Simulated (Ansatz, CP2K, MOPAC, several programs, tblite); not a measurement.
Energy against volume for wurtzite PbSe (no longer in that coordination), at fixed shape and fractional coordinates, computed by several methods (PBE and r2SCAN, where shown, with plane waves in Ansatz); the cell shown is that of r2SCAN. With free coordinates or axes held, a curve is too stiff, and on another method's shape its minimum isn't the method's own volume. It is hexagonal, P6_3mc (No. 186); conventional cell a = 5.174 Å, c = 6.215 Å, 36.02 Å³ an atom. Around Pb lie 5 Se at 2.99–3.14 Å; around Se lie 5 Pb at 2.99–3.14 Å. All values are calculated for a non-magnetic cell, which may be hypothetical. Energies count from each curve's lowest point; fits are third-order Birch-Murnaghan.

```
Pb Se
1.0
     5.17414    0.00000    0.00000
    -2.58707    4.48094    0.00000
     0.00000    0.00000    6.21478
Pb Se
2 2
Cartesian
  0.0000 2.9873 -0.4033
  2.5871 1.4936 2.7041
  0.0000 2.9873 2.7339
  2.5871 1.4936 5.8412
```

GFN1-xTB (tblite), on the shape of the cell shown, as a cluster of 32 atoms at the zone centre:
```tsv
V (Å³/atom)	E (meV/atom)
31.700	0.00
33.861	12.30
36.022	75.25
38.184	169.42
40.345	290.92
```
The lowest point is an end point, so the minimum isn't bracketed.

PBE, on the shape of its own relaxed cell:
```tsv
V (Å³/atom)	E (meV/atom)
34.570	16.78
35.673	4.00
36.776	0.00
37.880	3.47
38.983	13.31
```
V₀ = 36.79 Å³ an atom and B₀ = 36 GPa.

Question: PBE/SZV (CP2K), on the shape of the cell shown, gives
```tsv
V (Å³/atom)	E (meV/atom)
31.700	177.92
33.861	67.41
36.022	13.12
38.184	0.00
40.345	17.10
```
What equilibrium volume and bulk modulus follow?

Answer: V₀ = 37.93 Å³ an atom and B₀ = 40 GPa.

GFN2-xTB (tblite), on the shape of the cell shown, as a cluster of 32 atoms at the zone centre:

| V (Å³/atom) | E (meV/atom) |
| --- | --- |
| 31.700 | 19.01 |
| 33.861 | 0.00 |
| 36.022 | 7.22 |
| 38.184 | 31.35 |
| 40.345 | 75.62 |

The points scatter about a smooth fit, a numerical artefact, so no fit is quoted.

PM7 (MOPAC), on the shape of the cell shown, as a cluster of 32 atoms at the zone centre:
```csv
V (Å³/atom),E (meV/atom)
31.700,0.00
33.861,20.43
36.022,95.75
38.184,210.21
40.345,342.73
```
The lowest point is an end point, so the minimum isn't bracketed.
